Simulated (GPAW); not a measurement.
Zr in GPAW: convergence with plane-wave cutoff (eV)

Input of the first run (plane-wave cutoff (eV) 200); the others differ in this setting and in those tied to it:

File run.py:

```python
from ase.dft.bandgap import bandgap
from ase.io import read, write
from ase.units import GPa
from gpaw import GPAW, PW, setup_paths

setup_paths.insert(0, '.')

atoms = read('Zr.xyz')

calc = GPAW(mode=PW(200),
            xc='PBE',
            kpts={'size': (7, 7, 4), 'gamma': True},
            occupations={'name': 'fermi-dirac', 'width': 0.05},
            setups={'Zr': 'jth'},
            nbands=-12,
            convergence={'density': 1e-05, 'energy': 1e-05},
            maxiter=100,
            txt='gpaw.txt')
atoms.calc = calc
energy = atoms.get_potential_energy()
forces = atoms.get_forces()
stress = atoms.get_stress()
calc.write('gs.gpw')
write('result.traj', atoms)
print(f'Energy: {energy:.6f} eV')
print('Forces (eV/A):')
print(forces.round(4))
print('Stress (GPa):', (stress / GPa).round(3))
print('Fermi level:', round(calc.get_fermi_level(), 4), 'eV')
print(f'Gap: {bandgap(calc)[0]:.4f} eV, direct: {bandgap(calc, direct=True)[0]:.4f} eV')
```

Contents of Zr.xyz:

```xyz
2
Lattice="3.2320000000 0.0000000000 0.0000000000 -1.6160000000 2.7989941050 0.0000000000 0.0000000000 0.0000000000 5.1470000000" Properties=species:S:1:pos:R:3 pbc="T T T"
Zr     1.6160000002      0.9329980349      3.8602500000
Zr    -0.0000000002      1.8659960701      1.2867500000
```

Potentials or basis: JTH PAW 2.0, PBE, pw.

The run is started by

```bash
$ OMP_NUM_THREADS=1 python run.py
```

Hardware: 1 thread of Arm Neoverse V1, with other jobs on the host.

```csv
plane-wave cutoff (eV),"energy less the tightest run, at zero smearing (meV/atom)",pressure (GPa),SCF cycles,CPU time (s),peak memory (GiB)
200,325.36,-11.55,9,6.9,0.12
250,145.85,1.13,9,6.9,0.13
300,110.29,-0.69,10,9.8,0.13
350,52.01,-0.93,9,9.5,0.13
400,18.82,-0.27,9,10,0.14
500,10.60,0.61,10,17,0.15
600,8.07,0.37,9,17,0.16
800,2.65,0.50,10,33,0.2
1000,0.00,0.50,9,36,0.22
```

Against the tightest run, the pressure stays within 0.1 GPa from 800 on. Not settled before the last step: the energy (to 1 meV/atom). The tightest run that finished is the yardstick and may itself not be fully converged.

Caveat, for the tightest run too: the program truncates these outside data sets.
